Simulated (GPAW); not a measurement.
# TaN (F-43m) in GPAW: convergence with bands over the usual count

Aim: find how far bands over the usual count must go before the results for TaN settle, at RPBE. This setting moves, with any that are tied to it; all else stays.

Program: GPAW 26.7.0. These are calculated values, not measurements. Logs are shortened: lines on timing, memory, paths and dates and some standing lists are left out, and cuts for length are marked. The log counts tension as positive stress, the text compression.

### 1 The crystal as given

It takes space group F-43m (No. 216, cubic). Conventional cell: a = 4.982 Å, b = 4.982 Å, c = 4.982 Å, α = 90.00°, β = 90.00°, γ = 90.00°. Ta (site symmetry -43m) has 4 N at 2.16 Å as nearest neighbours. Around N (site symmetry -43m) lie 4 Ta at 2.16 Å.

The cell comes from a database or a generator and needn't be the stable form of this composition.

### 2 With bands over the usual count 0.72

Contents of run.py:

```python
from ase.dft.bandgap import bandgap
from ase.io import read, write
from ase.units import GPa
from gpaw import GPAW, PW

atoms = read('POSCAR')

calc = GPAW(mode=PW(800),
            xc='RPBE',
            kpts={'size': (9, 9, 9), 'gamma': True},
            occupations={'name': 'fermi-dirac', 'width': 0.05},
            nbands=14,
            convergence={'density': 1e-05, 'energy': 1e-05},
            maxiter=100,
            txt='gpaw.txt')
atoms.calc = calc
energy = atoms.get_potential_energy()
forces = atoms.get_forces()
stress = atoms.get_stress()
calc.write('gs.gpw')
write('result.traj', atoms)
print(f'Energy: {energy:.6f} eV')
print('Forces (eV/A):')
print(forces.round(4))
print('Stress (GPa):', (stress / GPa).round(3))
print('Fermi level:', round(calc.get_fermi_level(), 4), 'eV')
print(f'Gap: {bandgap(calc)[0]:.4f} eV, direct: {bandgap(calc, direct=True)[0]:.4f} eV')
```

Contents of POSCAR:

```
TaN
1.0
    0.0000000000      2.4911437700      2.4911437700
    2.4911437700      0.0000000000      2.4911437700
    2.4911437700      2.4911437700      0.0000000000
Ta N
1 1
Direct
    0.0000000000      0.0000000000      0.0000000000
    0.2500000000      0.2500000000      0.2500000000
```

Potentials or basis: the program's PAW data sets (release 1.2.1) made for this functional, pw.

Command:

```
> OMP_NUM_THREADS=1 python run.py
```

gpaw.txt:

```text
__  _  _
 | _ |_)|_||  |
 |__||  | ||/\| - 26.7.0

Input parameters:
  mode=PW(ecut=800.0),
  convergence={'density': 1e-05, 'energy': 1e-05},
  kpts=MonkhorstPack(size=(9, 9, 9), gamma=True),
  maxiter=100,
  nbands=14,
  occupations=Occupations(name='fermi-dirac', width=0.05),
  xc=XC(name='RPBE')

Diagonalizing LCAO Hamiltonian
Converting LCAO to pw mode

           N

       Ta

Atoms  # Å, Bohr magnetons
|   | symbol |        x |        y |        z |    initial magnetic moments |
|---|--------|----------|----------|----------|-----------------------------|
| 0 |     Ta | 0.000000 | 0.000000 | 0.000000 | ( 0.0000,  0.0000,  0.0000) |
| 1 |      N | 1.245572 | 1.245572 | 1.245572 | ( 0.0000,  0.0000,  0.0000) |

Unit cell  # Å
| periodic |        x |        y |        z |  lengths |    angles |
|----------|----------|----------|----------|----------|-----------|
|      yes | 0.000000 | 2.491144 | 2.491144 | 3.523009 | 60.000000 |
|      yes | 2.491144 | 0.000000 | 2.491144 | 3.523009 | 60.000000 |
|      yes | 2.491144 | 2.491144 | 0.000000 | 3.523009 | 60.000000 |

Number of symmetries: 24
Symmetry operations  # r_c * U_cc + t_c -> r_c
|    | kind |            matrix            |
|----|------|------------------------------|
|  0 |  E   |  1, 0, 0,  0, 1, 0,  0, 0, 1 |
|  1 |  σ   |  1, 0, 0,  0, 0, 1,  0, 1, 0 |
|  2 |  σ   |  1, 0,-1,  0, 1,-1,  0, 0,-1 |
|  3 |  C3  |  1, 0,-1,  0, 0,-1,  0, 1,-1 |
|  4 |  C3  |  1,-1, 0,  0,-1, 1,  0,-1, 0 |
|  5 |  σ   |  1,-1, 0,  0,-1, 0,  0,-1, 1 |
|  6 |  σ   |  0, 1, 0,  1, 0, 0,  0, 0, 1 |
|  7 |  C3  |  0, 1, 0,  0, 0, 1,  1, 0, 0 |
|  8 |  C2  |  0, 1,-1,  1, 0,-1,  0, 0,-1 |
|  9 |  S4  |  0, 1,-1,  0, 0,-1,  1, 0,-1 |
| 10 |  C3  |  0, 0, 1,  1, 0, 0,  0, 1, 0 |
| 11 |  σ   |  0, 0, 1,  0, 1, 0,  1, 0, 0 |
| 12 |  S4  |  0, 0,-1,  1, 0,-1,  0, 1,-1 |
| 13 |  C3  |  0, 0,-1,  0, 1,-1,  1, 0,-1 |
| 14 |  S4  |  0,-1, 1,  1,-1, 0,  0,-1, 0 |
| 15 |  C2  |  0,-1, 1,  0,-1, 0,  1,-1, 0 |
| 16 |  C3  |  0,-1, 0,  1,-1, 0,  0,-1, 1 |
| 17 |  S4  |  0,-1, 0,  0,-1, 1,  1,-1, 0 |
| 18 |  S4  | -1, 1, 0, -1, 0, 1, -1, 0, 0 |
| 19 |  C3  | -1, 1, 0, -1, 0, 0, -1, 0, 1 |
| 20 |  C3  | -1, 0, 1, -1, 1, 0, -1, 0, 0 |
| 21 |  S4  | -1, 0, 1, -1, 0, 0, -1, 1, 0 |
| 22 |  σ   | -1, 0, 0, -1, 1, 0, -1, 0, 1 |
| 23 |  C2  | -1, 0, 0, -1, 0, 1, -1, 1, 0 |

BZ-sampling:
  Number of BZ points: 729
  Number of IBZ points: 35

  Monkhorst-Pack size: [9, 9, 9]
  Monkhorst-Pack shift: [0, 0, 0]

K-points  # in reciprocal-cell coordinates
|     |                                coordinates |     weight |
|-----|--------------------------------------------|------------|
|   0 | (  0.00000000,   0.00000000,   0.00000000) | 0.00137174 |
|   1 | (  0.11111111,   0.11111111,   0.00000000) | 0.00823045 |
|   2 | (  0.11111111,   0.11111111,   0.11111111) | 0.01097394 |
|   3 | (  0.22222222,   0.11111111,   0.11111111) | 0.01646091 |
|   4 | (  0.22222222,   0.22222222,   0.00000000) | 0.00823045 |
|   5 | (  0.22222222,   0.22222222,   0.11111111) | 0.03292181 |
|   6 | (  0.22222222,   0.22222222,   0.22222222) | 0.01097394 |
|   7 | (  0.33333333,   0.22222222,   0.11111111) | 0.03292181 |
|   8 | (  0.33333333,   0.22222222,   0.22222222) | 0.03292181 |
|   9 | (  0.33333333,   0.33333333,  -0.33333333) | 0.01646091 |
| ... |                                            |            |
|  34 | (  0.44444444,   0.44444444,   0.44444444) | 0.01097394 |

Plane wave coefficients: 1639
Cutoff: 800.0 eV

Spin-components: 1 (collinear spins)
Bands:           14
Projectors:      11
Spin-degeneracy: 2
Datatype:        complex128

Parallelization:
  kpt:    1
  domain: 1
  band:   1

Density:
  Valence electrons: 18.0
  Components: 1
  Grid points: [24 24 24]
  Charge: 0.0  # |e|

Potential:
  Grid points: [24 24 24]

species:
  Ta:
    name:    Tantalum
    Z:       73.0
    valence: 13
    core:    60
    charge:  0.0  # [|e|]
    compensation charges:
      type: gauss
      rc: 0.42  # [Å]
      lmax: 2
    cutoffs:
      filter: 2.36  # [Å]
      core: 3.45  # [Å]
    projectors
    | kind |    occ | energy [eV] | rcut [Å] |
    |------|--------|-------------|----------|
    |   5s |  2.000 |     -72.771 |    1.365 |
    |   6s |  2.000 |      -5.369 |    1.365 |
    |   5p |  6.000 |     -39.410 |    1.349 |
    |   6p |  0.000 |      -1.395 |    1.349 |
    |   5d |  3.000 |      -3.553 |    1.307 |
    |    d |        |      23.659 |    1.307 |

    Using partial waves for Ta as LCAO basis

  N:
    name:    Nitrogen
    Z:       7.0
    valence: 5
    core:    2
    charge:  0.0  # [|e|]
    compensation charges:
      type: gauss
      rc: 0.18  # [Å]
      lmax: 2
    cutoffs:
      filter: 1.11  # [Å]
      core: 0.96  # [Å]
    projectors
    | kind |    occ | energy [eV] | rcut [Å] |
    |------|--------|-------------|----------|
    |   2s |  2.000 |     -18.658 |    0.603 |
    |   2p |  3.000 |      -7.050 |    0.529 |
    |    s |        |       8.553 |    0.603 |
    |    p |        |      20.161 |    0.529 |
    |    d |        |       0.000 |    0.577 |

    Using partial waves for N as LCAO basis

Reference energy: -425669.106008  # eV

eigensolver:
  PPCG
  Converge bands: occupied
  niter=2

density mixing:
  MSR1-Mixer
  Pratt-step length: 0.05
  Maximum mixing coefficient: 0.75
  Old densities: 10
  SVD Regularization: 0.005
  Good broyden scale: 1.0
  Trust region scale: 1.0
  Backstep threshold: 4.0
  History deletion threshold: 6.0
  Fourier metric: weight=20.0, sigma=0.015

occupation numbers:
  Fermi-Dirac:
    width: 0.0500  # eV

poisson solver:
  ecut: 6400.0  # eV

xc functional:
  name: RPBE with 2 nearest neighbor stencil

convergence criteria:
- Maximum integral of absolute [dens]ity change: 1e-05 electrons / valence electron
- Maximum [total energy] change in last 3 cyles: 1e-05 eV / valence electron
- Maximum integral of absolute [eigenst]ate change: 4e-08 eV^2 / valence electron
maximum number of iterations: 100

SCF iterations
|iter     | |      energy | eigst |  dens |
|---------|-|-------------|-------|-------|
|iter:   1| |  -20.566491 | +0.06 |       |
|iter:   2| |  -19.802591 | -1.48 | -0.84 |
|iter:   3| |  -18.361575 | -0.52 | -0.92 |
|iter:   4| |  -18.369438 | -2.88 | -1.52 |
|iter:   5| |  -18.379664 | -2.78 | -1.70 |
|iter:   6| |  -18.379594 | -4.71 | -2.84 |
|iter:   7| |  -18.379614c| -5.49 | -3.23 |
|iter:   8| |  -18.379616c| -6.77 | -4.01 |
|iter:   9| |  -18.379616c| -7.55c| -4.69 |
|iter:  10| |  -18.379616c| -7.93c| -5.12c|

Converged in 10 steps
Energy contributions relative to reference atoms: (reference = -425669.106008)

Energy contributions:
  Kinetic:          -3.291858
  Coulomb:          -2.098428
  Zero:             -0.096280
  External:          0.000000
  Xc:              -12.886399
  Entropy:          -0.013302
  Spinorbit:         0.000000
  ----------------------------
  Free energy:     -18.386267
  Extrapolated:    -18.379616

dipole moment: (-18.946781, -18.946781, -18.946781)  # |e|*Ang

Fermi level: 9.802
Eigenvalues  # (at kpt = [0.000, 0.000, 0.000])
| band index |      eig [eV] | occ [0-2] |
|------------|---------------|-----------|
|          0 |       -59.632 |     2.000 |
|          1 |       -26.191 |     2.000 |
|          2 |       -26.191 |     2.000 |
|          3 |       -26.191 |     2.000 |
|          4 |        -6.822 |     2.000 |
|          5 |         3.746 |     2.000 |
|          6 |         3.746 |     2.000 |
|          7 |         3.746 |     2.000 |
|          8 |         8.472 |     2.000 |
|          9 |        10.195 |     0.001 |
|         10 |        10.195 |     0.001 |
|         11 |        14.661 |     0.000 |
|         12 |        14.661 |     0.000 |
|         13 |        14.661 |     0.000 |

No gap
No difference between direct/indirect transitions

Forces  # eV/Ang
|       x |        y |        z |
|---------|----------|----------|
| 0.00000 | -0.00000 | -0.00000 |  # Ta   0
| 0.00000 | -0.00000 |  0.00000 |  # N    1

Stress tensor  # eV/Ang^3
|         x |         y |         z |
|-----------|-----------|-----------|
|  0.137197 |  0.000000 | -0.000000 |
|  0.000000 |  0.137197 | -0.000000 |
| -0.000000 | -0.000000 |  0.137197 |

# Writing to gs.gpw (mode='')
```

It took 18 s on 1 thread of Arm Neoverse V1, shared host; peak memory 0.17 GiB.

What came out:

```
Free energy            : -18.3863 eV
Pressure               : -22.0 GPa
Band gap on the k mesh : none (metal or under the smearing width)
```

### 3 With bands over the usual count 0.8

Edit run.py of step 2 so:

```diff
@@ -11,3 +11,3 @@
             occupations={'name': 'fermi-dirac', 'width': 0.05},
-            nbands=14,
+            nbands=15,
             convergence={'density': 1e-05, 'energy': 1e-05},
```

POSCAR is that of step 2.

Potentials or basis: the program's PAW data sets (release 1.2.1) made for this functional, pw.

Command:

```
> OMP_NUM_THREADS=1 python run.py
```

Run time: 19 s. Hardware: 1 thread of Arm Neoverse V1, shared host; peak memory 0.17 GiB.

Results (log left out):

```yaml
Free_energy: -18.3863 eV
Pressure: -22.0 GPa
Band_gap_on_the_k_mesh: none (metal or under the smearing width)
```

### 4 With bands over the usual count 0.9

Edit run.py of step 3 so:

```diff
@@ -11,3 +11,3 @@
             occupations={'name': 'fermi-dirac', 'width': 0.05},
-            nbands=15,
+            nbands=17,
             convergence={'density': 1e-05, 'energy': 1e-05},
```

POSCAR is that of step 3.

Command:

```
> OMP_NUM_THREADS=1 python run.py
```

Wall time 22 s (1 thread of Arm Neoverse V1, shared host); peak memory 0.17 GiB.

Results (log left out):

| Item | Value |
| --- | --- |
| Free energy | -18.3863 eV |
| Pressure | -22.0 GPa |
| Band gap on the k mesh | none (metal or under the smearing width) |

### 5 With bands over the usual count 1

Edit run.py of step 4 so:

```diff
@@ -11,3 +11,3 @@
             occupations={'name': 'fermi-dirac', 'width': 0.05},
-            nbands=17,
+            nbands=19,
             convergence={'density': 1e-05, 'energy': 1e-05},
```

POSCAR is that of step 4.

Command:

```
> OMP_NUM_THREADS=1 python run.py
```

Run time: 24 s. Hardware: 1 thread of Arm Neoverse V1, shared host; peak memory 0.17 GiB.

The run converged. Its results:

```yaml
Free_energy: -18.3863 eV
Pressure: -22.0 GPa
Band_gap_on_the_k_mesh: none (metal or under the smearing width)
```

### 6 With bands over the usual count 1.3

Edit run.py of step 5 so:

```diff
@@ -11,3 +11,3 @@
             occupations={'name': 'fermi-dirac', 'width': 0.05},
-            nbands=19,
+            nbands=25,
             convergence={'density': 1e-05, 'energy': 1e-05},
```

POSCAR is that of step 5.

Potentials or basis: the program's PAW data sets (release 1.2.1) made for this functional, pw.

Command:

```
> OMP_NUM_THREADS=1 python run.py
```

Run time: 31 s. Hardware: 1 thread of Arm Neoverse V1, shared host; peak memory 0.18 GiB.

The run converged. Its results:

| Quantity | Value |
| --- | --- |
| Free energy | -18.3863 eV |
| Pressure | -22.0 GPa |
| Band gap on the k mesh | none (metal or under the smearing width) |

### 7 With bands over the usual count 1.7

Edit run.py of step 6 so:

```diff
@@ -11,3 +11,3 @@
             occupations={'name': 'fermi-dirac', 'width': 0.05},
-            nbands=25,
+            nbands=32,
             convergence={'density': 1e-05, 'energy': 1e-05},
```

POSCAR is that of step 6.

Command:

```
> OMP_NUM_THREADS=1 python run.py
```

Wall time 40 s (1 thread of Arm Neoverse V1, shared host); peak memory 0.18 GiB.

The run converged. Its results:

```yaml
Free_energy: -18.3863 eV
Pressure: -22.0 GPa
Band_gap_on_the_k_mesh: none (metal or under the smearing width)
```

### 8 With bands over the usual count 2.5

Edit run.py of step 7 so:

```diff
@@ -11,3 +11,3 @@
             occupations={'name': 'fermi-dirac', 'width': 0.05},
-            nbands=32,
+            nbands=47,
             convergence={'density': 1e-05, 'energy': 1e-05},
```

POSCAR is that of step 7.

Command:

```
> OMP_NUM_THREADS=1 python run.py
```

Run time: 58 s. Hardware: 1 thread of Arm Neoverse V1, shared host; peak memory 0.2 GiB.

The run converged. Its results:

```
Free energy            : -18.3863 eV
Pressure               : -22.0 GPa
Band gap on the k mesh : none (metal or under the smearing width)
```

### 9 Summary

```
bands over the usual count  energy less the tightest run, at zero smearing (meV/atom)  SCF cycles  CPU time (s)  peak memory (GiB)
                      0.72                                                       0.00          10            18               0.17
                       0.8                                                       0.00          10            19               0.17
                       0.9                                                       0.00          10            21               0.17
                         1                                                       0.00          10            24               0.17
                       1.3                                                       0.00          10            31               0.18
                       1.7                                                       0.00          10            40               0.18
                       2.5                                                       0.00          10            58                0.2
```

Against the tightest run, the energy stays within 1 meV/atom from 0.72 on. The tightest run that finished is the yardstick and may itself not be fully converged.

Caveats: so large a pressure means that the cell lies far from this level's equilibrium, or that cutoff or potentials fall short.
